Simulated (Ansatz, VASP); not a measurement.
**Two plane-wave programs on Hf**

```
Hf
1.0
     3.13955    0.00000    0.00000
     1.56978    2.71893    0.00000
     1.56978    0.90631    2.56344
Hf
1
Direct
  0.00000 0.00000 0.00000
```

This isn't the form of Hf at room conditions, which is hcp.

Alike in both runs: task single point; functional PBEsol; dispersion D4; k mesh 11 × 11 × 11; occupations gaussian, width 0.1 eV; no spin polarisation.

|  | VASP | Ansatz |
| --- | --- | --- |
| version | VASP 6.6.1 | Ansatz 0.2.0 |
| potentials or method | VASP PAW PBE potentials, release 64 (Hf_pv) | plane waves, PAW |
| plane-wave cutoff (eV) | 520 | 420 |
| valence electrons in the cell | 10 | 26 |

VASP gave:

| Property | Result |
| --- | --- |
| pressure (GPa) | -3.1 |
| dispersion energy (meV/atom) | -125.0 |

Problem. Which values does Ansatz return?

Solution. Pressure (GPa): -2.7; dispersion energy (meV/atom): -125.2.

The two sets of potentials don't hold the same shells in valence.

Caveats: the PAW data sets were made with another functional, which shifts forces and pressure a little (VASP); pairwise dispersion overbinds metals, which lowers pressure and volume. Spin-orbit coupling is left out, which matters for the levels of Hf.
